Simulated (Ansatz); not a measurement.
Crystal: TaN.

```
Ta N
1.0
     3.39912    0.00000    0.00000
     0.00000    3.39912    0.00000
     0.00000    0.00000    4.97696
Ta N
2 2
Direct
  0.00000 0.00000 0.00000
  0.50000 0.50000 0.00000
  0.50000 0.00000 0.26700
  0.00000 0.50000 0.73300
```

The cell was built by a generator and needn't be a form met in nature.

- Program: Ansatz 0.2.0
- Task: relaxation of cell and atoms
- Functional: LDA
- Potentials or basis: Ansatz PAW
- Cutoff: 420 eV (not typed: the program's choice for these potentials)
- k mesh: 8 × 8 × 6
- Occupations: fermi-dirac, width 0.05 eV
- Spin: no spin polarisation
- Hubbard terms: Ta d U = 6 eV

At the start: volume 14.38 Å³/atom.

**Question.** Where does the relaxation end?

**Answer.** It ends after 21 steps and the volume is 13.36 Å³/atom (-7.1 %); space group P4/mmm (No. 123, to 0.05 Å).

The path:
```csv
step,energy change (eV),largest force (eV/Å),volume (Å³)
1,0.0000,3.3975,57.50
2,-2.4191,2.7263,61.96
3,-3.9030,1.1348,65.60
4,-4.2896,0.9246,65.49
5,-4.5908,1.1040,64.12
6,-5.2391,1.3765,63.11
7,-5.7777,1.2740,60.54
8,-6.2673,1.0692,57.44
9,-6.6184,0.6398,53.99
10,-6.7102,0.4425,52.09
11,-6.7954,0.3075,53.36
12,-6.8768,0.1638,53.83
13,-6.8989,0.0101,52.87
14,-6.8998,0.0012,52.70
15,-6.8998,0.0002,52.71
16,-7.1946,0.0002,52.71
17,-7.2073,0.0037,53.46
18,-7.2076,0.0002,53.41
19,-7.2098,0.0002,53.41
20,-7.2098,0.0000,53.42
21,-7.2098,0.0000,53.42
```

Final structure:
```cif
data_structure
_symmetry_space_group_name_H-M 'P 1'
_symmetry_Int_Tables_number 1
_cell_length_a 4.1588
_cell_length_b 4.1588
_cell_length_c 3.0886
_cell_angle_alpha 90.000
_cell_angle_beta 90.000
_cell_angle_gamma 90.000
_cell_volume 53.42
loop_
_atom_site_label
_atom_site_type_symbol
_atom_site_fract_x
_atom_site_fract_y
_atom_site_fract_z
_atom_site_occupancy
Ta1 Ta 0.00000 0.00000 0.00000 1
Ta2 Ta 0.50000 0.50000 0.00000 1
N1 N 0.50000 0.00000 0.00000 1
N2 N 0.00000 0.50000 0.00000 1
```

Caveat: the electronic state changed during the relaxation; the plane-wave basis is chosen anew once the cell has moved, so the energies of steps on either side of that aren't comparable; the pressure holds a Pulay correction of +0.5 GPa for the finite cutoff; U without spin polarisation on a metal has little footing; the PAW data sets come from PBE, with cores solved anew for the run's functional, which leaves a small shift of forces and pressure.
